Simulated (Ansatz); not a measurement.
Here is an Ansatz 0.2.0 calculation.

Contents of input.yaml:

```yaml
crystal:
  lattice:
    - [4.5998373239, 0.0, 0.0]
    - [0.0, 4.5998373239, 0.0]
    - [0.0, 0.0, 2.95921356]
  atoms:
    - { symbol: Ti, position: [0.0, 0.0, 0.5] }
    - { symbol: Ti, position: [0.5, 0.5, 0.0] }
    - { symbol: O, position: [0.30432132, 0.30432132, 0.5] }
    - { symbol: O, position: [0.19567868, 0.80432132, 0.0] }
    - { symbol: O, position: [0.80432132, 0.19567868, 0.0] }
    - { symbol: O, position: [0.69567868, 0.69567868, 0.5] }
hamiltonian:
  xc: r2scan
  pseudopotentials: { kind: paw }
  hubbard: { sites: [{ species: Ti, l: d, u_eff: 6.0 }] }
kpoints:
  mp_grid: { grid: [6, 6, 9] }
  band_path:
    path:
      - [[0.0, 0.0, 0.0], [0.0, 0.5, 0.0], [0.5, 0.5, 0.0], [0.0, 0.0, 0.0], [0.0, 0.0, 0.5], [0.0, 0.5, 0.5], [0.5, 0.5, 0.5], [0.0, 0.0, 0.5]]
      - [[0.0, 0.5, 0.0], [0.0, 0.5, 0.5]]
      - [[0.5, 0.5, 0.0], [0.5, 0.5, 0.5]]
    npoints: 14
scf:
  occupations: { method: fermi_dirac, width: 0.05 }
  n_extra_bands: 15
output:
  forces: true
  stress: true
  eigenvalues: true
  fatbands: false
```

Potentials or basis: Ansatz PAW.

The run is started by

```sh
$ ansatz run input.yaml --threads 2 --pin off --max-ram 5120MiB --backend cpu --events-out ev --progress --plain --runs-dir out
```

**Question.** What does it give for the largest force?

**Answer.** 0.050 eV/Å.

**Question.** Estimate the band gap on the k mesh.

**Answer.** 2.98 eV, indirect (least direct gap 3.08 eV).

Levels at the corners of the path, in eV from the valence-band top:
```tsv
point	band 22	band 23	band 24	band 25	band 26	band 27
Γ	-0.58	-0.58	0.00	3.08	3.20	3.59
X	-1.76	-0.82	-0.82	3.61	3.61	4.11
M	-1.55	-1.28	-1.28	2.98	2.98	3.61
Γ	-0.58	-0.58	0.00	3.08	3.20	3.59
Z	-2.26	-1.55	-1.55	3.96	3.96	4.35
R	-1.96	-1.17	-1.17	3.15	3.15	4.32
A	-1.26	-0.78	-0.78	3.73	3.73	4.02
Z	-2.26	-1.55	-1.55	3.96	3.96	4.35
X	-1.76	-0.82	-0.82	3.61	3.61	4.11
R	-1.96	-1.17	-1.17	3.15	3.15	4.32
M	-1.55	-1.28	-1.28	2.98	2.98	3.61
A	-1.26	-0.78	-0.78	3.73	3.73	4.02
```

Caveat: the PAW data sets come from PBE, with cores solved anew for the run's functional, which leaves a small shift of forces and pressure.

**Measured values to compare with.**

“Shallow Valence Band of Rutile GeO2 and P-type Doping”, 2020, arxiv:2011.08928 quotes, for a bulk crystal of TiO2 at 1.6 K: band gap 3.03 eV (direct).

Measured direct gap of TiO2: 3.03 eV (direct; 1.6 K; quoted in “Shallow Valence Band of Rutile GeO2 and P-type Doping”, 2020, arxiv:2011.08928). This calculation gives 3.08 eV (+0.05 eV). The value is that of r2SCAN+U, without temperature or zero-point motion. The cell is a database's relaxed one, not the measured one, which moves gaps too.
